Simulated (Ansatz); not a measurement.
The system is Hf.

```xyz
1
Lattice="2.9138 0.0000 0.0000 0.0000 2.9138 0.0000 0.0000 0.0000 2.9138" Properties=species:S:1:pos:R:3 pbc="T T T"
Hf    1.4569    1.4569    1.4569
```

The cell was built by a generator and needn't be a form met in nature.

```yaml
Program: Ansatz 0.2.0
Task: relaxation of cell and atoms
Functional: PBE
Dispersion: D3(BJ)
Potentials_or_basis: Ansatz PAW
Cutoff: "420 eV (not typed: the program's choice for these potentials)"
k_mesh: 9 × 9 × 9
Occupations: fermi-dirac, width 0.05 eV
Spin: no spin polarisation
```

At the start: volume 24.74 Å³/atom.

**Question.** Where does the relaxation end?

**Answer.** It ends after 5 steps and the volume is 23.89 Å³/atom (-3.4 %); space group Pm-3m (No. 221, to 0.05 Å).

The path:
| step | energy change (eV) | largest force (eV/Å) | volume (Å³) |
| --- | --- | --- | --- |
| 1 | 0.0000 | 0.0000 | 24.74 |
| 2 | -0.0025 | 0.0000 | 23.22 |
| 3 | -0.0070 | 0.0000 | 23.91 |
| 4 | -0.0070 | 0.0000 | 23.89 |
| 5 | -0.0069 | 0.0000 | 23.89 |

Final structure:
```cif
data_structure
_symmetry_space_group_name_H-M 'P 1'
_symmetry_Int_Tables_number 1
_cell_length_a 2.8803
_cell_length_b 2.8803
_cell_length_c 2.8803
_cell_angle_alpha 90.000
_cell_angle_beta 90.000
_cell_angle_gamma 90.000
_cell_volume 23.89
loop_
_atom_site_label
_atom_site_type_symbol
_atom_site_fract_x
_atom_site_fract_y
_atom_site_fract_z
_atom_site_occupancy
Hf1 Hf 0.50000 0.50000 0.50000 1
```

Caveat: the plane-wave basis is chosen anew once the cell has moved, so the energies of steps on either side of that aren't comparable; pairwise dispersion overbinds metals, which lowers pressure and volume.
